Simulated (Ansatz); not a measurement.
A single-point run of Ansatz (plane waves, PAW) on GaSb (zincblende), with the lines that name the functional removed. The cell was relaxed with r2SCAN and then strained (epitaxial +3.0 % in the plane normal to [111], free normal strain -1.30 %), with the atoms relaxed again with r2SCAN; k points keep the names of the unstrained zone.

```
Ga Sb
1.0
    -0.08792    3.06993    3.06993
     3.06993   -0.08792    3.06993
     3.06993    3.06993   -0.08792
Ga Sb
1 1
Direct
  0.99805 0.99805 0.99805
  0.25195 0.25195 0.25195
```

```
Pseudopotential: Ga, paw, valence charge 13, recommended cutoff 420 eV
Pseudopotential: Sb, paw, valence charge 15, recommended cutoff 420 eV
Crystal: 2 atoms, lattice volume = 60.350 Å³
Basis set: ecut = 420 eV, 1193 PW (Γ)
Bands: 18, of which v1, the nominal top of the filled ones, is band 14 counted from 1 (13 counted from 0)
Symmetry: 6 space group operations
Space group: R3m (ITA 160)
k-points: 32 of 216 (time reversal used)
[warm-up without exact exchange]
SCF 1 converged in 9 iterations: F = -10267.796677 eV  dr2 = 8.17e-10
[exact exchange on]
SCF 2 stopped early in 6 iterations: F = -10272.622138 eV  dr2 = 8.33e-7
hybrid outer 1: dexx = +1.117e-2 eV, tail = 5.16e-5 eV
SCF 3 converged in 4 iterations: F = -10272.622003 eV  dr2 = 9.51e-10
hybrid outer 2: dexx = +1.001e-6 eV, tail = 2.28e-8 eV, Δε = 3.05e-3 eV, ΔF = 2.61e-4 eV/Å
hybrid SCF converged: 2 outer / 10 inner (+9 warm-up)
Free energy (F): -10272.622003 eV
Fermi energy:    6.976632 eV
--- Forces (eV/Å), atoms counted from 1 ---
  atom   1  Ga      0.00713      0.00713      0.00713
  atom   2  Sb    -0.00716    -0.00716    -0.00716
--- Stress (GPa, compression-positive) ---
       -2.003704       1.075291       1.075291
        1.075291      -2.003704       1.075291
        1.075291       1.075291      -2.003704
  P = ⅓ Tr σ = -2.0037 GPa (-20.037 kbar)
--- Band table (eV; the first three rows and the last of 32) ---
  k-point 0: bands = […, -10.9078, -10.9078, -5.5231, 6.6210, 6.6210, 6.8143, 7.1394, 10.0329, 10.0329, 10.4601]
  k-point 1: bands = […, -10.9083, -10.9079, -5.2376, 3.8808, 6.2676, 6.4680, 8.2495, 10.5718, 10.8059, 11.2777]
  k-point 2: bands = […, -10.9092, -10.9077, -4.4822, 1.2691, 5.7601, 5.9066, 7.9107, 11.1073, 11.2915, 13.7803]
  k-point 31: bands = […, -10.9074, -10.9074, -3.6814, 0.0940, 5.3678, 5.3678, 7.2183, 10.9808, 10.9808, 13.7312]
```

The file bands.tsv (bands near the Fermi energy, numbered from 0, rounded):
```tsv
# k_distance	band_9	band_10	band_11	band_12	band_13	band_14	band_15	band_16	band_17
# fermi_ev = 6.976639
# [0, 0, 0] at k_distance = 0.000000
# [-0.5, -0.5, 0] at k_distance = 1.009511
# [-0.375, -0.375, 0.25] at k_distance = 1.371536
# [-0.375, 0, 0.375] at k_distance = 1.986754
# [0, 0, 0.5] at k_distance = 2.601973
# [-0.5, -0.25, 0.25] at k_distance = 3.326023
# [-0.02474, 0, 0.02474] at k_distance = 4.375992
# [0.5, 0.5, 0.5] at k_distance = 5.277800
# levels_relative_to = fermi_ev
0.000	-17.884	-12.500	-0.356	-0.356	-0.162	0.163	3.056	3.056	3.483
1.010	-17.882	-9.976	-7.413	-3.013	-2.719	1.133	1.674	9.026	9.276
1.372	-17.884	-10.005	-7.226	-3.866	-2.601	1.550	4.569	6.843	7.291
1.987	-17.884	-10.086	-7.217	-3.943	-2.337	1.915	3.942	6.857	7.673
2.602	-17.884	-10.880	-6.933	-1.417	-1.290	0.744	4.147	4.313	7.051
3.326	-17.885	-9.937	-7.270	-3.645	-3.390	3.903	4.592	4.910	5.342
4.376	-17.884	-12.483	-0.859	-0.405	-0.129	0.548	3.084	3.122	3.511
5.278	-17.884	-10.658	-6.883	-1.609	-1.609	0.242	4.004	4.004	6.755
```
In order the rows are Γ, X, U, K, L, W, Γ–K (0.07), L.

Q: Which level of theory was used?
A. HSE06
B. r2SCANh
C. Hartree-Fock
D. DDH-PBE0

A: A. HSE06. The exchange loop shows exact exchange. With HSE06 the valence top lies at Γ–K (0.07 of the way from Γ) and the conduction bottom at Γ, 0.29 eV higher; the smallest vertical gap, at Γ, is 0.33 eV. The stress of a hybrid is loosely converged here. The log narrows the family; the member has to be judged from the numbers.

Wall time 74 s on 1 × NVIDIA H100 80GB HBM3 with 2 threads of AMD EPYC 7R13 Processor (Zen 3) (shared host), load about 0.7 per core; peak host memory 3 GiB.

No spin polarisation and no zero-point or thermal motion.

Spin-orbit coupling is left out, which matters wherever the heavy atoms make up the band edges.

The meshes of the hybrids are coarse, so their gaps aren't converged to the digits shown.
